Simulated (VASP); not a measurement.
A calculation with VASP 6.6.1 of Hf (native input, structure from a POSCAR):

Contents of INCAR:

```
SYSTEM = Hf
PREC = Accurate ; ENCUT = 550
EDIFF = 1E-6 ; ISMEAR = 0
SIGMA = 0.1 ; LREAL = .False.
LASPH = .True. ; NELM = 60
ALGO = Normal ; ISIF = 2
LWAVE = .False. ; LCHARG = .True.
GGA = PE ; LELF = .True.
LVHAR = .True. ; NBANDS = 19
```

The input KPOINTS:

```
regular mesh
0
Gamma
  10 10 5
  0 0 0
```

File POSCAR:

```
Hf
1.0
    3.1967000000      0.0000000000      0.0000000000
   -1.5983500000      2.7684234083      0.0000000000
    0.0000000000      0.0000000000      5.0578000000
Hf
2
Direct
    0.6666666667      0.3333333333      0.7500000000
    0.3333333333      0.6666666667      0.2500000000
```

Potentials or basis: VASP PAW PBE potentials, release 64 (Hf_sv_GW).

The run is started by

```console
$ cat potpaw_PBE.64/Hf_sv_GW/POTCAR > POTCAR
$ mpirun -np 1 vasp_std > vasp.out
```

Write the same calculation in another form: ASE script, structure from a CIF.

As run:

The input run.py:

```python
from ase.calculators.vasp import Vasp
from ase.dft.bandgap import bandgap
from ase.io import read

atoms = read('Hf.cif', primitive_cell=True, subtrans_included=False)
calc = Vasp(
    directory='calc',
    xc='pbe',
    pp='PBE',
    setups='gw',
    prec='Accurate',
    encut=550,
    ediff=1e-06,
    ismear=0,
    sigma=0.1,
    lreal=False,
    lasph=True,
    nelm=60,
    algo='Normal',
    isif=2,
    lwave=False,
    lcharg=True,
    lelf=True,
    lvhar=True,
    kpts=[10, 10, 5],
    gamma=True,
)
atoms.calc = calc

print('energy (eV):', atoms.get_potential_energy())
print('free energy (eV):', atoms.get_potential_energy(force_consistent=True))
print('forces (eV/A):')
print(atoms.get_forces())
print('stress (eV/A^3, Voigt):', atoms.get_stress())
print('Fermi level (eV):', calc.get_fermi_level())
gap, top, bottom = bandgap(calc)
print('band gap (eV):', gap, 'from (spin, k, band)', top, 'to', bottom)
```

Hf.cif

```cif
data_Hf
_cell_length_a 3.19670000
_cell_length_b 3.19670000
_cell_length_c 5.05780000
_cell_angle_alpha 90.00000000
_cell_angle_beta 90.00000000
_cell_angle_gamma 120.00000000
_space_group_name_H-M_alt 'P6_3/mmc'
_space_group_name_Hall '-P 6c 2c'
_space_group_IT_number 194
loop_
_space_group_symop_operation_xyz
'x,y,z'
'-x,-y,-z'
'x-y,x,z+1/2'
'-x+y,-x,-z+1/2'
'-y,x-y,z'
'y,-x+y,-z'
'-x,-y,z+1/2'
'x,y,-z+1/2'
'-x+y,-x,z'
'x-y,x,-z'
'y,-x+y,z+1/2'
'-y,x-y,-z+1/2'
'-y,-x,-z+1/2'
'y,x,z+1/2'
'-x,-x+y,-z'
'x,x-y,z'
'-x+y,y,-z+1/2'
'x-y,-y,z+1/2'
'y,x,-z'
'-y,-x,z'
'x,x-y,-z+1/2'
'-x,-x+y,z+1/2'
'x-y,-y,-z'
'-x+y,y,z'
loop_
_atom_site_label
_atom_site_type_symbol
_atom_site_symmetry_multiplicity
_atom_site_Wyckoff_symbol
_atom_site_fract_x
_atom_site_fract_y
_atom_site_fract_z
_atom_site_occupancy
Hf1 Hf 2 c 0.6666666667 0.3333333333 0.7500000000 1
```

Potentials or basis: VASP PAW PBE potentials, release 64 (Hf_sv_GW).

Run with:

```console
$ python run.py
```

Both were run:

|  | native input, structure from a POSCAR | ASE script, structure from a CIF |
| --- | --- | --- |
| Pressure | 0.1 GPa | 0.1 GPa |
| Band gap on the k mesh | none (metal or under the smearing width) | none (metal or under the smearing width) |

Keys that steer only the numerical path or the files written may differ.
